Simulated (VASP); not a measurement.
# Al (Fm-3m) in VASP: notebook, part 2 of 2

VASP 6.6.1. The steps go on from the part before.

### Step 3. Equation of state, r2SCAN, 15.61 Å³/atom (volume scaled by 0.94)

Input file INCAR:

```
PREC = Accurate
ENCUT = 520
EDIFF = 1E-6
ISMEAR = -1
SIGMA = 0.05
LREAL = F
LASPH = T
NELM = 80
ALGO = Normal
ISIF = 2
LWAVE = F
LCHARG = F
METAGGA = R2SCAN
LMIXTAU = T
```

Input file KPOINTS:

```
Automatic mesh
0
Gamma
  11 11 11
```

Input file POSCAR:

```
Al
1.0
    0.0000000000      1.9834708509      1.9834708509
    1.9834708509      0.0000000000      1.9834708509
    1.9834708509      1.9834708509      0.0000000000
Al
1
Direct
    0.0000000000      0.0000000000      0.0000000000
```

Potentials or basis: VASP PAW PBE potentials, release 64 (Al).

Run with:

```bash
cat potpaw_PBE.64/Al/POTCAR > POTCAR
mpirun -np 1 vasp_std > vasp.out
```

OUTCAR:

```text
PREC = Accurate
   ENCUT = 520
   EDIFF = 1E-6
   ISMEAR = -1
   LREAL = F
   LASPH = T
   NELM = 80
   ISIF = 2
   METAGGA = R2SCAN

 Found     56 irreducible k-points:

 Following reciprocal coordinates:
            Coordinates               Weight
  0.000000  0.000000  0.000000      1.000000
  0.090909  0.000000  0.000000      8.000000
  0.181818  0.000000  0.000000      8.000000
  0.272727  0.000000  0.000000      8.000000
  0.363636  0.000000  0.000000      8.000000
  0.454545  0.000000  0.000000      8.000000
   k-points           NKPTS =     56   k-points in BZ     NKDIM =     56   number of bands    NBANDS=      5
   number of dos      NEDOS =    301   number of ions     NIONS =      1
   total plane-waves  NPLWV =  13824
   dimension x,y,z NGX =    24 NGY =   24 NGZ =   24
   dimension x,y,z NGXF=    48 NGYF=   48 NGZF=   48
   ions per type =               1
   NGX,Y,Z   is equivalent  to a cutoff of  14.22, 14.22, 14.22 a.u.
   NGXF,Y,Z  is equivalent  to a cutoff of  28.45, 28.45, 28.45 a.u.
 SYSTEM =  unknown system
   PREC   = accura    normal or accurate (medium, high low for compatibility)
   ISTART =      0    job   : 0-new  1-cont  2-samecut
   ICHARG =      2    charge: 1-file 2-atom 10-const
   ISPIN  =      1    spin polarized calculation?
   LNONCOLLINEAR =      F non collinear calculations
   LSORBIT =      F    spin-orbit coupling
   LASPH  =      T    aspherical Exc in radial PAW
   ENCUT  =  520.0 eV  38.22 Ry    6.18 a.u.   5.22  5.22  5.22*2*pi/ulx,y,z
   NELM   =     80;   NELMIN=  2; NELMDL= -5     # of ELM steps
   EDIFF  = 0.1E-05   stopping-criterion for ELM
   LREAL  =      F    real-space projection
   EDIFFG = 0.1E-04   stopping-criterion for IOM
   NSW    =      0    number of steps for IOM
   IBRION =     -1    ionic relax: 0-MD 1-quasi-New 2-CG
   NFREE  =      0    steps in history (QN), initial steepest desc. (CG)
   ISIF   =      2    stress and relaxation
   ISYM   =      2    0-nonsym 1-usesym 2-fastsym
   POTIM  = 0.5000    time-step for ionic-motion
   TEBEG  =    0.0;   TEEND  =   0.0 temperature during run
   PSTRESS=    0.0 pullay stress
   NELECT =       3.0000    total number of electrons
   NUPDOWN=      -1.0000    fix difference up-down
   EMIN   =  10.00;   EMAX   =-10.00  energy-range for DOS
   EFERMI =   0.00;   METHOD = LEGACY
   ISMEAR =    -1;   SIGMA  =   0.05  broadening in eV -4-tet -1-fermi 0-gaus
   EFERMI_NEDOS =   21; number of points for ismear=-14 and -15
   IALGO  =     38    algorithm
   IMIX   =      4    mixing-type and parameters
     AMIX     =   0.40;   BMIX     =  1.00
     AMIX_MAG =   1.60;   BMIX_MAG =  1.00
  volume/ion in A,a.u.               =      15.61       105.32
  Fermi-wavevector in a.u.,A,eV,Ry     =   0.944814  1.785439 12.145548  0.892673
  Thomas-Fermi vector in A             =   2.072655
   LORBIT       =      0    0 simple, 1 ext, 2 COOP (PROOUT), +10 PAW based schemes
   METAGGA = R2SCAN    functional components
   LHFCALC =     F    Hartree Fock is set to
   AEXX    =    0.0000 exact exchange contribution
   IVDW    =     0    specifies the selected vdW correction
   LEPSILON=     F    determine dielectric tensor
   LRPA    =     F    only Hartree local field effects (RPA)
 non-spin polarized calculation
  energy-cutoff  :      520.00
  volume of cell :       15.61
 maximum number of plane-waves:       440
 NGX is ok and might be reduce to    24
   NGX = 11   NGY = 11   NGZ = 11

 number of electron       3.0000000 magnetization

 Free energy of the ion-electron system (eV)
  ---------------------------------------------------
  ext. energy  EPLUGINS =         0.00000000
  ---------------------------------------------------
  free energy    TOTEN  =        -6.74494020 eV

  energy without entropy =       -6.74134777  energy(sigma->0) =       -6.74314399

 E-fermi :   8.6064     XC(G=0): -11.1158

 val. band max:        8.5882527232   @ k =  -0.3636   0.3636   0.0000
 cond. band min:       8.6460176960   @ k =   0.4545   0.1818   0.0909
 fundamental gap:      0.0577649728
 Fermi energy:         8.6063751478

 k-point     1 :       0.0000    0.0000    0.0000
  band No.  band energies     occupation
      1      -3.6314      2.00000
      2      22.2519      0.00000
      3      22.2519      0.00000
      4      22.2519      0.00000
      5      24.6134      0.00000

 k-point     2 :       0.0909    0.0000    0.0000
  band No.  band energies     occupation
      1      -3.3840      2.00000
      2      19.2160      0.00000
      3      21.7154      0.00000
      4      21.7154      0.00000
      5      25.0383      0.00000

 k-point     3 :       0.1818    0.0000    0.0000
  band No.  band energies     occupation
      1      -2.6445      2.00000
      2      15.2319      0.00000
      3      20.9976      0.00000
      4      20.9976      0.00000
      5      24.6889      0.00000

 k-point     4 :       0.2727    0.0000    0.0000
  band No.  band energies     occupation
      1      -1.4208      2.00000
      2      11.4753      0.00000
      3      20.5766      0.00000
      4      20.5766      0.00000
      5      24.4076      0.00000

 k-point     5 :       0.3636    0.0000    0.0000
  band No.  band energies     occupation
      1       0.2733      2.00000
      2       8.0698      1.99996
      3      20.5251      0.00000
      4      20.5251      0.00000
      5      22.9140      0.00000

 k-point     6 :       0.4545    0.0000    0.0000
  band No.  band energies     occupation
      1       2.4063      2.00000
      2       5.0768      2.00000
      3      20.8223      0.00000
      4      20.8223      0.00000
      5      21.8013      0.00000

 [... further k-points ...]

------------------------ aborting loop because EDIFF is reached ----------------------------------------

  FORCE on cell =-STRESS in cart. coord.  units (eV):
  Direction    XX          YY          ZZ          XY          YZ          ZX
  --------------------------------------------------------------------------------------
  -------------------------------------------------------------------------------------
  Total        0.1675571      0.1675571      0.1675571      0.0000000      0.0000000      0.0000000
  in kB       17.2014874     17.2014874     17.2014874      0.0000000      0.0000000      0.0000000
  external PRESSURE =      17.2014874 kB  Pullay stress =       0.0000000 kB

 VOLUME and BASIS-vectors are now :
 -----------------------------------------------------------------------------
  energy-cutoff  :      520.00
  volume of cell :       15.61
      direct lattice vectors                 reciprocal lattice vectors
     0.000000000  1.983470851  1.983470851    -0.252083362  0.252083362  0.252083362
     1.983470851  0.000000000  1.983470851     0.252083362 -0.252083362  0.252083362
     1.983470851  1.983470851  0.000000000     0.252083362  0.252083362 -0.252083362

 POSITION                                       TOTAL-FORCE (eV/Angst)
 -----------------------------------------------------------------------------------
      0.00000      0.00000      0.00000         0.000000      0.000000     -0.000000
 -----------------------------------------------------------------------------------
    total drift:                                0.000000     -0.000000     -0.000000

  FREE ENERGIE OF THE ION-ELECTRON SYSTEM (eV)
  ---------------------------------------------------
  free  energy   TOTEN  =        -6.7449402023 eV

  energy  without entropy=       -6.7413477744  energy(sigma->0) =       -6.74314399
```

OSZICAR:

```text
N       E                     dE             d eps       ncg     rms          rms(c)
DAV:   1    -0.463467656026E+01   -0.46347E+01   -0.83399E+02   580   0.327E+02
DAV:   2    -0.689982204976E+01   -0.22651E+01   -0.20243E+01   735   0.319E+01
DAV:   3    -0.691804129537E+01   -0.18219E-01   -0.18075E-01   745   0.346E+00
[... 12 lines left out ...]
DAV:  16    -0.674493216357E+01   -0.40047E-05   -0.98297E-06   705   0.325E-02    0.918E-02
DAV:  17    -0.674493414283E+01   -0.19793E-05   -0.93265E-07   580   0.104E-02    0.665E-02
DAV:  18    -0.674493900250E+01   -0.48597E-05   -0.56858E-07   320   0.106E-02    0.224E-02
DAV:  19    -0.674494004101E+01   -0.10385E-05   -0.47165E-07   330   0.826E-03    0.361E-03
DAV:  20    -0.674494020226E+01   -0.16125E-06   -0.85223E-08   295   0.375E-03
   1 F= -.67449402E+01 E0= -.67431440E+01  d E =-.359243E-02
```

stdout:

```text
POSCAR found type information on POSCAR Al
 POSCAR found :  1 types and       1 ions
 scaLAPACK will be used
 -----------------------------------------------------------------------------
|                                                                             |
|                                                                             |
|     You enforced a specific xc type in the INCAR file but a different       |
|     I HOPE YOU KNOW WHAT YOU ARE DOING!                                     |
|                                                                             |
 -----------------------------------------------------------------------------

 LDA part: xc-table for (None), standard interpolation
 POSCAR, INCAR and KPOINTS ok, starting setup
 FFT: planning ... GRIDC
 FFT: planning ... GRID_SOFT
 FFT: planning ... GRID
 WAVECAR not read
 entering main loop
```

Run time: 86 s. Hardware: 1 thread of AMD EPYC, shared host; peak memory 0.1 GiB.

Results:

```
Free energy            : -6.7449 eV
Pressure               : 1.7 GPa
Band gap on the k mesh : none (metal or under the smearing width)
```

Caveat: the PAW data sets were made with another functional, which shifts forces and pressure a little.

### Step 4. Equation of state, r2SCAN, 15.94 Å³/atom (volume scaled by 0.96)

Input file INCAR:

```
PREC = Accurate
ENCUT = 520
EDIFF = 1E-6
ISMEAR = -1
SIGMA = 0.05
LREAL = False
LASPH = True
NELM = 60
ALGO = Normal
ISIF = 2
LWAVE = False
LCHARG = False
METAGGA = R2SCAN
LMIXTAU = True
```

Input file KPOINTS:

```
regular mesh
0
Gamma
  11 11 11
```

Input file POSCAR:

```
Al
1.0
    0.0000000000      1.9974394157      1.9974394157
    1.9974394157      0.0000000000      1.9974394157
    1.9974394157      1.9974394157      0.0000000000
Al
1
Direct
    0.0000000000      0.0000000000      0.0000000000
```

Run with:

```bash
cat potpaw_PBE.64/Al/POTCAR > POTCAR
mpirun -np 1 vasp_std > vasp.out
```

Run time: 70 s. Hardware: 1 thread of AMD EPYC, shared host; peak memory 0.1 GiB.

Results (log left out):

```
Free energy            : -6.7464 eV
Pressure               : -0.3 GPa
Band gap on the k mesh : none (metal or under the smearing width)
```

Caveat: the PAW data sets were made with another functional, which shifts forces and pressure a little.

### Step 5. Equation of state, r2SCAN, 16.27 Å³/atom (volume scaled by 0.98)

Input file INCAR:

```
PREC     = Accurate       # precision mode
ENCUT    = 520            # plane-wave cutoff, eV
EDIFF    = 1E-6           # SCF threshold, eV
ISMEAR   = -1             # smearing method
SIGMA    = 0.05           # smearing width, eV
LREAL    = False          # projectors in reciprocal space
LASPH    = True           # aspherical terms in the spheres
NELM     = 60             # most SCF steps
ALGO     = Normal         # electronic algorithm
ISIF     = 2              # what is computed and relaxed
LWAVE    = False          # write WAVECAR
LCHARG   = False          # write CHGCAR
METAGGA  = R2SCAN         # meta-GGA
LMIXTAU  = True
```

KPOINTS is that of step 4.

Input file POSCAR:

```
Al
1.0
    0.0000000000      2.0112152952      2.0112152952
    2.0112152952      0.0000000000      2.0112152952
    2.0112152952      2.0112152952      0.0000000000
Al
1
Direct
    0.0000000000      0.0000000000      0.0000000000
```

Run with:

```bash
cat potpaw_PBE.64/Al/POTCAR > POTCAR
mpirun -np 1 vasp_std > vasp.out
```

Run time: 69 s. Hardware: 1 thread of AMD EPYC, shared host; peak memory 0.1 GiB.

It converged, with:

```
Free energy            : -6.7439 eV
Pressure               : -2.0 GPa
Band gap on the k mesh : none (metal or under the smearing width)
```

Caveat: the PAW data sets were made with another functional, which shifts forces and pressure a little.

### Step 6. Equation of state, r2SCAN, 16.93 Å³/atom (volume scaled by 1.02)

Input file INCAR:

```
PREC = Accurate ; ENCUT = 520
EDIFF = 1E-6 ; ISMEAR = -1
SIGMA = 0.05 ; LREAL = F
LASPH = T ; NELM = 60
ALGO = Normal ; ISIF = 2
LWAVE = F ; LCHARG = F
METAGGA = R2SCAN ; LMIXTAU = T
```

KPOINTS is that of step 5.

Input file POSCAR:

```
Al
1.0
    0.0000000000      2.0382146954      2.0382146954
    2.0382146954      0.0000000000      2.0382146954
    2.0382146954      2.0382146954      0.0000000000
Al
1
Direct
    0.0000000000      0.0000000000      0.0000000000
```

Potentials or basis: VASP PAW PBE potentials, release 64 (Al).

Run with:

```bash
cat potpaw_PBE.64/Al/POTCAR > POTCAR
mpirun -np 1 vasp_std > vasp.out
```

Wall time 84 s (1 thread of AMD EPYC, shared host); peak memory 0.1 GiB.

The run converged. Its results:

* Free energy: -6.7288 eV
* Pressure: -5.1 GPa
* Band gap on the k mesh: none (metal or under the smearing width)

Caveat: the PAW data sets were made with another functional, which shifts forces and pressure a little.

### Step 7. Band structure, revPBE

Input file INCAR:

```
PREC     = Accurate       # precision mode
ENCUT    = 520            # plane-wave cutoff, eV
EDIFF    = 1E-6           # SCF threshold, eV
ISMEAR   = -1             # smearing method
SIGMA    = 0.05           # smearing width, eV
LREAL    = False          # projectors in reciprocal space
LASPH    = True           # aspherical terms in the spheres
NELM     = 100            # most SCF steps
ALGO     = Normal         # electronic algorithm
ISIF     = 2              # what is computed and relaxed
LWAVE    = False          # write WAVECAR
LCHARG   = False          # write CHGCAR
GGA      = RE             # functional
```

KPOINTS is that of step 6.

Input file POSCAR:

```
Al
1.0
    0.0000000000      2.0248050000      2.0248050000
    2.0248050000      0.0000000000      2.0248050000
    2.0248050000      2.0248050000      0.0000000000
Al
1
Direct
    0.0000000000      0.0000000000      0.0000000000
```

Input file KPOINTS_OPT:

```
path GXWKGLUWLK,UX
10
line-mode
reciprocal
 0.0000000000  0.0000000000  0.0000000000  G
 0.5000000000  0.0000000000  0.5000000000  X

 0.5000000000  0.0000000000  0.5000000000  X
 0.5000000000  0.2500000000  0.7500000000  W

 0.5000000000  0.2500000000  0.7500000000  W
 0.3750000000  0.3750000000  0.7500000000  K

 0.3750000000  0.3750000000  0.7500000000  K
 0.0000000000  0.0000000000  0.0000000000  G

 0.0000000000  0.0000000000  0.0000000000  G
 0.5000000000  0.5000000000  0.5000000000  L

 0.5000000000  0.5000000000  0.5000000000  L
 0.6250000000  0.2500000000  0.6250000000  U

 0.6250000000  0.2500000000  0.6250000000  U
 0.5000000000  0.2500000000  0.7500000000  W

 0.5000000000  0.2500000000  0.7500000000  W
 0.5000000000  0.5000000000  0.5000000000  L

 0.5000000000  0.5000000000  0.5000000000  L
 0.3750000000  0.3750000000  0.7500000000  K

 0.6250000000  0.2500000000  0.6250000000  U
 0.5000000000  0.0000000000  0.5000000000  X
```

Run with:

```bash
cat potpaw_PBE.64/Al/POTCAR > POTCAR
mpirun -np 1 vasp_std > vasp.out
```

Run time: 4.1 s. Hardware: 1 thread of Intel Xeon Platinum 8488C (Sapphire Rapids), shared host; peak memory 0.13 GiB.

It converged, with:

| Quantity | Value |
| --- | --- |
| Free energy | -3.5637 eV |
| Pressure | 0.5 GPa |
| Band gap along the path | none (metal or under the smearing width) |

Levels at the corners of the path, in eV from the Fermi level:
```
point  band 1  band 2  band 3  band 4  band 5
    Γ  -11.10   12.55   12.55   12.55   14.10
    X   -2.93   -1.60    5.21    5.58    5.58
    X   -2.93   -1.60    5.21    5.58    5.58
    W   -0.86   -0.86    0.15    1.13   15.76
    W   -0.86   -0.86    0.15    1.13   15.76
    K   -1.90   -1.37   -0.39    6.54    8.17
    K   -1.90   -1.37   -0.39    6.54    8.17
    Γ  -11.10   12.55   12.55   12.55   14.10
    Γ  -11.10   12.55   12.55   12.55   14.10
    L   -4.60   -4.36   11.40   11.40   11.40
    L   -4.60   -4.36   11.40   11.40   11.40
    U   -1.90   -1.37   -0.39    6.54    8.17
    U   -1.90   -1.37   -0.39    6.54    8.17
    W   -0.86   -0.86    0.15    1.13   15.76
    W   -0.86   -0.86    0.15    1.13   15.76
    L   -4.60   -4.36   11.40   11.40   11.40
    L   -4.60   -4.36   11.40   11.40   11.40
    K   -1.90   -1.37   -0.39    6.54    8.17
    U   -1.90   -1.37   -0.39    6.54    8.17
    X   -2.93   -1.60    5.21    5.58    5.58
```

Caveat: the PAW data sets were made with another functional, which shifts forces and pressure a little.

### Step 8. For comparison

An earlier run on the cell as given: functional PBE; potentials or basis VASP PAW PBE potentials, release 64 (Al); cutoff 520 eV; k mesh 11 × 11 × 11; occupations fermi-dirac, width 0.05 eV; no spin polarisation.

- Pressure: -0.5 GPa
- Band gap on the k mesh: none (metal or under the smearing width)

### Step 9. Summary

```csv
task,level,pressure (GPa)
band structure,TB-mBJ,-
band structure,revPBE,0.5
single point,PBE,-0.5
```

Alike in all rows: potentials or basis VASP PAW PBE potentials, release 64 (Al); no spin polarisation; cell as given; k mesh 11 × 11 × 11; cutoff (eV) 520; smearing fermi-dirac 0.05 eV.

Caveats: the PAW data sets were made with another functional, which shifts forces and pressure a little (some runs).

Absolute energies hang on the potentials; compare differences alone.
